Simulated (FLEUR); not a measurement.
Runs of FLEUR MaX-R8.1 (later development tree) on Pb. It takes space group Fm-3m (No. 225, cubic). Conventional cell: a = 4.950 Å, b = 4.950 Å, c = 4.950 Å, α = 90.00°, β = 90.00°, γ = 90.00°. Pb (site symmetry m-3m) has 12 Pb at 3.50 Å as nearest neighbours. 

| task | level | spin | cell | k mesh | max iterations | mixing factor | mixer | mixer history | density convergence | gap on the mesh (eV) | V0 of scaled cells (Å³/atom) | B0 (GPa) |
| --- | --- | --- | --- | --- | --- | --- | --- | --- | --- | --- | --- | --- |
| equation of state | PW91 | off | as given | 9 × 9 × 9 | - | - | - | - | - | - | (a) | 40 |
| equation of state | PBE | off | as given | 9 × 9 × 9 | - | - | - | - | - | - | 31.89 | 40 |
| single point | PBE | off | cell strained at random at fixed volume | 9 × 9 × 9 | 60 | 0.05 | Anderson | 15 | 1e-05 me/bohr^3 | none | - | - |
| single point | PBE | off | as given | 9 × 9 × 9 | 60 | 0.05 | Anderson | 15 | 1e-05 me/bohr^3 | none | - | - |

Alike in all rows: potentials or basis all-electron, FLAPW; smearing fermi-dirac 0.05 eV; kmax 4.1 1/bohr.

Task: Estimate the missing entries.

Result: (a) 31.80.

A k mesh can miss the band edges, and the runs leave out spin-orbit coupling on Pb.

A gap of «none» marks a metal or a gap under the smearing width.
